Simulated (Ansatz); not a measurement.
# The perfect AlAs wire along [110], 6 atoms a period, H-terminated, part 3 of 3

What gap, if any, does the AlAs wire along [110], 6 atoms a period, H-terminated have, and how does it change with the functional and under strain?

Ansatz 0.2.0; DFT PBE, plane waves, PAW; relaxation of a wire's period; PAW set soft_1 (the session's first sound run).

So far, band gap (eV): step 3 (bands of the perfect wire, PBE) 1.55; step 4 (levels at the same atoms, cutoff 500 eV, k-mesh 1×1×14, r2SCAN PBE) 1.89; step 5 (levels at the same atoms, level HSE06, cutoff 420 eV, HSE06 PBE) 2.50; step 6 (with spin-orbit coupling, k-mesh 1×1×12, PBE spin-orbit) 1.55.

**8. At a strained period, period over the relaxed period 1.06, k-mesh 1×1×14**

This step: DFT PBE, plane waves, PAW; relaxation at a fixed period; PAW set soft_1 (Ansatz 0.2.0).

The period is set to 1.06 times the relaxed one and the atoms relax within it: strain changes bond lengths and angles, which shifts the bands against each other. Against the first PBE run of this kind, the mesh along the wire has 14 points against 19.

The cell differs from the one that the last finished run ended in (c 4.331 → 4.591 Å).

Contents of input.yaml:

```yaml
crystal:
  lattice:
    - [12.899, 0.0, 0.0]
    - [0.0, 13.416, 0.0]
    - [0.0, 0.0, 4.5905143058]
  atoms:
    - { symbol: H, position: [0.368239459, 0.241780692, 0.0] }
    - { symbol: Al, position: [0.445212249, 0.334370641, 0.0] }
    - { symbol: H, position: [0.740304312, 0.499982153, 0.190109016] }
    - { symbol: H, position: [0.27144416, 0.499982153, 0.260320465] }
    - { symbol: As, position: [0.545746661, 0.641514845, 0.5] }
    - { symbol: As, position: [0.545746661, 0.358449461, 0.5] }
    - { symbol: H, position: [0.611879246, 0.73562942, 0.5] }
    - { symbol: H, position: [0.611879246, 0.264334885, 0.5] }
    - { symbol: Al, position: [0.677747808, 0.499982153, 0.5] }
    - { symbol: H, position: [0.27144416, 0.499982153, 0.739679535] }
    - { symbol: H, position: [0.740304312, 0.499982153, 0.809890984] }
    - { symbol: As, position: [0.350243001, 0.499982153, 0.0] }
    - { symbol: H, position: [0.368239459, 0.758183614, 0.0] }
    - { symbol: Al, position: [0.445212249, 0.665593665, 0.0] }
kpoints:
  mp_grid: { grid: [1, 1, 14] }
  band_path: { path: ["Γ", Z], npoints: 90 }
scf:
  occupations: { method: fermi_dirac, width: 0.05 }
hamiltonian:
  xc: pbe
  pseudopotentials: { kind: paw, azcp: { folder: soft_1 } }
relax:
  max_steps: 40
  f_tol: 0.02
output:
  stress: true
```

Started as:

```sh
$ ansatz run input.yaml --threads 4 --pin off --max-ram 16384MiB --backend cpu --events-out ev --progress --plain --runs-dir out
```

Numbers of over 12 decimals in the logs are rounded to 6 here.

What it wrote:

```text
Warning: output.stress: scf.convergence.dr2_threshold = 1e-7 eV (the SCF's general default) is looser than the 1.4e-9 eV advised for a printed stress (1e-10 eV for each atom of the cell: 14). What an SCF threshold leaves in a stress goes as its square root, and in the free energy as the threshold itself, and one threshold admits the most on a small cell: [figures from the program's tests cut] Every solve of this run  [...]
[...]
Crystal: 14 atoms, lattice volume = 794.402 Å³
Basis set: ecut = 420 eV, 15549 PW (Γ), exchange–correlation on 180×180×64 points (8 copies of the dense FFT grid, shifted against one another)
Bands: 45, of which v1, the nominal top of the filled ones, is band 31 counted from 1 (30 counted from 0)
Symmetry: 4 space group operations
[...]
k-points: 8 of 14
[...]
SCF iter   1: F=—  HF=-16310.153635 eV  |F-HF|=—  |Δ(HF+E_count)|=         —  Δρ=3.28e-2  dr2=9.40e0  ethr=3.10e-3  ⟨swp⟩=8.6  Hψ=1808  notcnv=0  defer=5
[...]
SCF iter   7: F=-16307.026157 eV  HF=-16307.026156 eV  |F-HF|=4.55e-7  |Δ(HF+E_count)|=   1.16e-5  Δρ=2.10e-5  dr2=5.41e-6  ethr=1.61e-8  ⟨swp⟩=3.0  Hψ=1285  notcnv=0
SCF 1 converged in 7 iterations: F = -16307.026157 eV  dr2 = 5.41e-6
[...]
relax step   1: F+E_penalty+E_count = -16307.02615692 eV  Δ(F+E_penalty+E_count) = +0.000e0 eV  max|allowed force component| = 7.119e-1 eV/Å  Δτ_max = 0.0000 Å  (7 SCF iters, dr2 threshold 1.00e-5 eV, accepted)
[...]
SCF iter   5: F=-16307.089190 eV  HF=-16307.089200 eV  |F-HF|=9.76e-6  |Δ(HF+E_count)|=   6.09e-5  Δρ=3.55e-5  dr2=2.24e-5  ethr=5.11e-8  ⟨swp⟩=3.0  Hψ=1294  notcnv=0
SCF 2 converged in 5 iterations: F = -16307.089190 eV  dr2 = 2.24e-5
relax step   2: F+E_penalty+E_count = -16307.08919022 eV  Δ(F+E_penalty+E_count) = -6.303e-2 eV  max|allowed force component| = 4.476e-1 eV/Å  Δτ_max = 0.1165 Å  (5 SCF iters, dr2 threshold 3.17e-5 eV, accepted)
SCF iter   1: F=—  HF=-16307.150262 eV  |F-HF|=—  |Δ(HF+E_count)|=         —  Δρ=2.72e-3  dr2=4.58e-2  ethr=7.62e-4  ⟨swp⟩=4.0  Hψ=859  notcnv=0  defer=66
[...]
SCF iter   5: F=-16307.142958 eV  HF=-16307.142962 eV  |F-HF|=3.45e-6  |Δ(HF+E_count)|=   1.07e-5  Δρ=2.02e-5  dr2=6.57e-6  ethr=2.02e-8  ⟨swp⟩=5.0  Hψ=1222  notcnv=0
SCF 3 converged in 5 iterations: F = -16307.142958 eV  dr2 = 6.57e-6
relax step   3: F+E_penalty+E_count = -16307.14295831 eV  Δ(F+E_penalty+E_count) = -5.377e-2 eV  max|allowed force component| = 1.090e-1 eV/Å  Δτ_max = 0.0644 Å  (5 SCF iters, dr2 threshold 1.25e-5 eV, accepted)
[...]
relax step   4: F+E_penalty+E_count = -16307.14446170 eV  Δ(F+E_penalty+E_count) = -1.503e-3 eV  max|allowed force component| = 9.335e-3 eV/Å  Δτ_max = 0.0121 Å  (5 SCF iters, dr2 threshold 7.42e-7 eV, accepted)
[...]
SCF iter   2: F=-16307.144462 eV  HF=-16307.144462 eV  |F-HF|=2.29e-8  |Δ(HF+E_count)|=   1.26e-5  Δρ=1.88e-6  dr2=2.79e-8  ethr=1.61e-10  ⟨swp⟩=3.0  Hψ=1345  notcnv=0
SCF 5 converged in 2 iterations: F = -16307.144462 eV  dr2 = 2.79e-8
relax step   5: F+E_penalty+E_count = -16307.14446177 eV  Δ(F+E_penalty+E_count) = -7.055e-8 eV  max|allowed force component| = 9.399e-3 eV/Å  Δτ_max = 0.0000 Å  (2 SCF iters, accepted)
[...]
the band table was solved once a step of the walk had ended and its energy, with any forces and stress, was formed, with the checks that follow a solve (2372 applications of the Hamiltonian). They found nothing against the state; the energy, forces and stress were not computed again (output.eigenvalues in the input reference)
[...]
SCF converged after 2 iterations
Free energy (F): -16307.144462 eV
[...]
Internal energy: -16307.144462 eV  (E = F + TS)
E sigma→0 (E₀):  -16307.144462 eV
Entropy (-TS):   -0.000000 eV (-0.000 meV/atom)
Fermi energy:    -2.285043 eV
[...]
--- Forces (eV/Å), atoms counted from 1 ---
  atom   1  H     -0.00194256     0.00385780     0.00000000
  atom   2  Al     0.00921518    -0.00448206     0.00000000
  atom   3  H     -0.00322537     0.00000000     0.00301748
  atom   4  H      0.00007954     0.00000000    -0.00609470
  atom   5  As     0.00070041     0.00411687     0.00000000
  atom   6  As     0.00070041    -0.00411687     0.00000000
  atom   7  H      0.00342073     0.00469920     0.00000000
  atom   8  H      0.00342073    -0.00469920     0.00000000
  atom   9  Al    -0.00703077     0.00000000     0.00000000
  atom  10  H      0.00007954     0.00000000     0.00609470
  atom  11  H     -0.00322537     0.00000000    -0.00301748
  atom  12  As    -0.00939426     0.00000000     0.00000000
  atom  13  H     -0.00194256    -0.00385780     0.00000000
  atom  14  Al     0.00921518     0.00448206     0.00000000
  max |Σ_I F_I| component: 7.08e-5 eV/Å
--- Stress (GPa, compression-positive) ---
       -0.012213       0.000000       0.000000
        0.000000       0.012612       0.000000
        0.000000       0.000000      -1.023329
  P = ⅓ Tr σ = -0.3410 GPa (-3.410 kbar)
--- Band table (eV; the first three rows and the last of 8) ---
  k-point 0: bands = [... 27 lower, -4.5484, -4.2150, -4.0390, -3.0640, -1.5096, -1.4544, -0.3165, 0.4220, ... 10 higher]
  k-point 1: bands = [... 27 lower, -4.6390, -4.2540, -4.0449, -3.1375, -1.3036, -1.2421, -0.2362, 0.4130, ... 10 higher]
  k-point 2: bands = [... 27 lower, -4.7944, -4.3791, -4.0759, -3.3104, -0.7682, -0.6928, -0.0178, 0.3292, ... 10 higher]
  k-point 7: bands = [... 27 lower, -4.9927, -4.8143, -4.4609, -4.0440, -0.4438, 0.5468, 0.6847, 0.7725, ... 10 higher]
--- Relaxed structure (5 steps of the walk, 5 accepted, 0 SCFs on fresh bases) ---
  F+E_penalty+E_count = -16307.14446177 eV   max|allowed force component| = 9.399e-3 eV/Å
  atoms:
    - { symbol: H, position: [0.373303, 0.240532, 0] }
    - { symbol: Al, position: [0.448264, 0.334601, 0] }
    - { symbol: H, position: [0.734096, 0.499982, 0.200889] }
    - { symbol: H, position: [0.275231, 0.499982, 0.247061] }
    - { symbol: As, position: [0.541827, 0.641803, 0.5] }
    - { symbol: As, position: [0.541827, 0.358162, 0.5] }
    - { symbol: H, position: [0.610501, 0.734303, 0.5] }
    - { symbol: H, position: [0.610501, 0.265661, 0.5] }
    - { symbol: Al, position: [0.673629, 0.499982, 0.5] }
    - { symbol: H, position: [0.275231, 0.499982, 0.752939] }
    - { symbol: H, position: [0.734096, 0.499982, 0.799111] }
    - { symbol: As, position: [0.353567, 0.499982, 0] }
    - { symbol: H, position: [0.373303, 0.759433, 0] }
    - { symbol: Al, position: [0.448264, 0.665363, 0] }
```

It took 53 s on 4 threads of Intel Xeon Platinum 8488C (Sapphire Rapids), shared host; peak memory 2.2 GiB; 3.4 min of CPU time.

Relaxation path:

```
step  energy less that of the first step (eV)  largest force component (eV/Å)
   1                                   0.0000                          0.7119
   2                                  -0.0630                          0.4476
   3                                  -0.1168                          0.1090
   4                                  -0.1183                          0.0093
   5                                  -0.1183                          0.0094
```

The run keeps the 4 symmetry operations that it works with, so distortions that break them were not tested.

The atoms that moved most (Å):

```
atom      dx      dy      dz  length
  H3  -0.080   0.000   0.049   0.094
 H11  -0.080   0.000  -0.049   0.094
  H4   0.049   0.000  -0.061   0.078
 H10   0.049   0.000   0.061   0.078
  H1   0.065  -0.017   0.000   0.067
 H13   0.065   0.017   0.000   0.067
 Al9  -0.053   0.000   0.000   0.053
 As6  -0.051  -0.004   0.000   0.051
```

Final coordinates:

```xyz
14
Lattice="12.8990 0.0000 0.0000 0.0000 13.4160 0.0000 0.0000 0.0000 4.5905" Properties=species:S:1:pos:R:3
H     4.8152    3.2270    0.0000
Al    5.7822    4.4890    0.0000
H     9.4691    6.7078    0.9222
H     3.5502    6.7078    1.1341
As    6.9890    8.6104    2.2953
As    6.9890    4.8051    2.2953
H     7.8749    9.8514    2.2953
H     7.8749    3.5641    2.2953
Al    8.6891    6.7078    2.2953
H     3.5502    6.7078    3.4564
H     9.4691    6.7078    3.6683
As    4.5607    6.7078    0.0000
H     4.8152   10.1885    0.0000
Al    5.7822    8.9265    0.0000
```

Numbers from this step:

- band gap: 1.554 eV

Electronic bands along the path, in eV, zero at the Fermi level:

```
  point  band 28  band 29  band 30  band 31  band 32  band 33  band 34  band 35
      Γ    -2.26    -1.93    -1.75    -0.78     0.78     0.83     1.97     2.71
halfway    -2.62    -2.43    -1.90    -1.32     2.24     2.59     2.70     2.79
      Z    -2.71    -2.53    -2.18    -1.76     1.84     2.83     2.97     3.06
```

The gap is 1.55 eV, against 1.55 eV under PBE at the relaxed period.

**9. At a strained period, period over the relaxed period 0.94, k-mesh 1×1×15**

The period is set to 0.94 times the relaxed one and the atoms relax within it: strain changes bond lengths and angles, which shifts the bands against each other. Against the first PBE run of this kind, the mesh along the wire has 15 points against 19.

The cell differs from the one that the last finished run ended in (c 4.591 → 4.071 Å).

Changes to input.yaml since step 8:

```diff
@@ -4,3 +4,3 @@
     - [0.0, 13.416, 0.0]
-    - [0.0, 0.0, 4.5905143058]
+    - [0.0, 0.0, 4.070833441]
   atoms:
@@ -21,3 +21,3 @@
 kpoints:
-  mp_grid: { grid: [1, 1, 14] }
+  mp_grid: { grid: [1, 1, 15] }
   band_path: { path: ["Γ", Z], npoints: 90 }
```

What it wrote:

```text
[...]
Crystal: 14 atoms, lattice volume = 704.470 Å³
Basis set: ecut = 420 eV, 13815 PW (Γ), exchange–correlation on 180×180×60 points (8 copies of the dense FFT grid, shifted against one another)
Bands: 45, of which v1, the nominal top of the filled ones, is band 31 counted from 1 (30 counted from 0)
Symmetry: 4 space group operations
[...]
- { symbol: H, position: [0.613708, 0.736739, 0.500000] }
    - { symbol: H, position: [0.613708, 0.263226, 0.500000] }
    - { symbol: Al, position: [0.680906, 0.499982, 0.500000] }
    - { symbol: H, position: [0.267712, 0.499982, 0.726269] }
    - { symbol: H, position: [0.747353, 0.499982, 0.817058] }
    - { symbol: As, position: [0.347388, 0.499982, 0] }
    - { symbol: H, position: [0.362734, 0.757375, 0] }
    - { symbol: Al, position: [0.441683, 0.666306, 0] }
[key lines of the parts left out:]
SCF converged after 6 iterations
Free energy (F): -16307.088012 eV
Fermi energy:    -1.151271 eV
P = ⅓ Tr σ = 0.5062 GPa (5.062 kbar)
```

The job ended after 45 s (4 threads; peak memory 2 GiB).

Relaxation path:

```
step  energy less that of the first step (eV)  largest force component (eV/Å)
   1                                   0.0000                          0.9828
   2                                  -0.1345                          0.4413
   3                                  -0.1454                          0.0544
   4                                  -0.1463                          0.0103
```

The run keeps the 4 symmetry operations that it works with, so distortions that break them were not tested.

The atoms that moved most (Å):

```
atom      dx      dy      dz  length
 H11   0.091   0.000   0.029   0.095
  H3   0.091   0.000  -0.029   0.095
  H4  -0.048   0.000   0.055   0.073
 H10  -0.048   0.000  -0.055   0.073
 H13  -0.071  -0.011   0.000   0.072
  H1  -0.071   0.011   0.000   0.072
 As5   0.048   0.000   0.000   0.048
 As6   0.048   0.000   0.000   0.048
```

The relaxed structure:

```cif
data_structure
_symmetry_space_group_name_H-M 'P 1'
_symmetry_Int_Tables_number 1
_cell_length_a 12.8990
_cell_length_b 13.4160
_cell_length_c 4.0708
_cell_angle_alpha 90.000
_cell_angle_beta 90.000
_cell_angle_gamma 90.000
_cell_volume 704.47
loop_
_atom_site_label
_atom_site_type_symbol
_atom_site_fract_x
_atom_site_fract_y
_atom_site_fract_z
_atom_site_occupancy
H1 H 0.36273 0.24259 0.00000 1
Al2 Al 0.44168 0.33366 0.00000 1
H3 H 0.74735 0.49998 0.18294 1
H4 H 0.26771 0.49998 0.27373 1
As5 As 0.54948 0.64149 0.50000 1
As6 As 0.54948 0.35847 0.50000 1
H7 H 0.61371 0.73674 0.50000 1
H8 H 0.61371 0.26323 0.50000 1
Al9 Al 0.68091 0.49998 0.50000 1
H10 H 0.26771 0.49998 0.72627 1
H11 H 0.74735 0.49998 0.81706 1
As12 As 0.34739 0.49998 0.00000 1
H13 H 0.36273 0.75737 0.00000 1
Al14 Al 0.44168 0.66631 0.00000 1
```

This step gave:

```
band gap : 1.070 eV
```

The gap is 1.07 eV, against 1.55 eV under PBE at the relaxed period.

**10. Summary of results**

- cell length, PBE: 4.331 Å
- gap, PBE: 1.55 eV
- gap, r2SCAN: 1.89 eV
- gap, HSE06: 2.50 eV
- gap, with spin-orbit coupling: 1.55 eV
- gap, period scaled by 1.06: 1.55 eV
- gap, period scaled by 0.94: 1.07 eV

In words: Under PBE the cell's length is 4.33 Å, and a gap of 1.55 eV makes it a semiconductor. At the relaxed period the wire is gapped under every functional, from 1.55 eV (PBE) to 2.50 eV (HSE06). Weak screening in one dimension makes quasiparticle gaps larger than the semilocal gaps, as a rule. Strain matters: under PBE the gap goes from 1.55 eV to 1.07 eV at 0.94 times the period and 1.55 eV at 1.06 times the period. Plain hydrogen on a compound's surface is a simple closure: it may leave surface states, and facets that end in unlike atoms put a field across the wire, both of which shrink the gap. A hybrid's gap is read on a coarse mesh, without a band path.

[Logs are printed without paths, hosts, clocks, repeated set-up lines and the standing remarks that a program may print on its own settings, such as how far it seeks lower states.]

[Hosts, paths, dates, database ids (printed as entryN), source tags and the programs' standing remarks are cut or masked in the printed files.]
